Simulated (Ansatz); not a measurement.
Space group P6_3/mmc (No. 194). a = 3.767 Å, b = 3.767 Å, c = 6.154 Å, α = 90.00°, β = 90.00°, γ = 120.00°
```json
{"atom": "Na", "site": "2c", "symmetry": "-6m2", "x": "0.3333", "y": "0.6667", "z": "0.2500"}
```

Equation of state of this Na structure (not necessarily the ground state), with shape and atoms relaxed at each volume where symmetry leaves them free. It has no gap at any of these volumes. Computed with DFT r2SCAN, scalar-relativistic, plane waves, PAW (Ansatz 0.2.0).

Cutoff 500 eV; k points 15×15×8 on the computed 2-atom cell (Γ-centred); Gaussian smearing, width 0.10 eV; no spin polarisation.

| V (Å³/atom) | E − E(largest V) (meV/atom) | P (GPa) |
| --- | --- | --- |
| 35.545 | 0.27 | 0.52 |
| 36.679 | -2.35 | 0.24 |
| 37.814 | -3.11 | -0.01 |
| 38.948 | -2.26 | -0.22 |
| 40.083 | 0.00 | -0.41 |

Question: Fit a third-order Birch–Murnaghan equation to E(V).

Answer: V0 = 37.76 Å³/atom, B0 = 8 GPa, B0' = 3.6.

This form isn't the element's structure at ambient conditions.